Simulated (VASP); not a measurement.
The system is KBr.

```
CELL_PARAMETERS angstrom
0.00000 3.30000 3.30000
3.30000 0.00000 3.30000
3.30000 3.30000 0.00000
ATOMIC_POSITIONS crystal
K 0.00000 0.00000 0.00000
Br 0.50000 0.50000 0.50000
```

| Quantity | Value |
| --- | --- |
| Program | VASP 6.6.1 |
| Task | relaxation of cell and atoms |
| Functional | PBE |
| Potentials or basis | VASP PAW PBE potentials, release 64 (K_pv, Br) |
| Cutoff | 300 eV |
| k mesh | 4 × 4 × 4 |
| Occupations | gaussian, width 0.03 eV |
| Spin | no spin polarisation |

At the start: pressure 1.0 GPa; volume 35.94 Å³/atom.

Question: Where does the relaxation end?

Answer: Over 3 steps the energy falls by 6.6 meV/atom and the volume is 38.16 Å³/atom (+6.2 %); space group Fm-3m (No. 225, to 0.05 Å).

The path:
| step | energy change (eV) | largest force (eV/Å) | pressure (GPa) | volume (Å³) |
| --- | --- | --- | --- | --- |
| 1 | 0.0000 | 0.0000 | 0.98 | 71.87 |
| 2 | -0.0102 | 0.0000 | 0.43 | 74.19 |
| 3 | -0.0132 | 0.0000 | 0.02 | 76.32 |

Final structure:
```
CELL_PARAMETERS angstrom
0.00000 3.36669 3.36669
3.36669 0.00000 3.36669
3.36669 3.36669 0.00000
ATOMIC_POSITIONS crystal
K 0.00000 0.00000 0.00000
Br 0.50000 0.50000 0.50000
```
